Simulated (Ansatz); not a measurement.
# Rh (dhcp): energy against volume

These are results of DFT, RPBE, plane waves (420 eV) with PAW, scalar-relativistic in Ansatz 0.2.0, not measurements. The PAW files were generated under PBE, with cores re-solved for the functional.

The cell is scaled uniformly from the relaxed one, with fractional coordinates and shape fixed. Energies are extrapolated to zero smearing, pressures are those at the given smearing. Magnetic state: spin not included.

A Birch-Murnaghan fit gives V₀ = 14.32 Å³/atom, B₀ = 237 GPa, B₀′ = 5.3.

Problem. What are the energy above the minimum and the pressure at 13.210 Å³/atom?

Solution. 75.9 meV/atom and 24.27 GPa as computed.

Problem. What are the energy above the minimum and the pressure at 13.785 Å³/atom?

Solution. 16.3 meV/atom and 10.62 GPa as computed.

Problem. What are the energy above the minimum and the pressure at 16.082 Å³/atom?

Solution. 125.2 meV/atom and -19.61 GPa as computed.
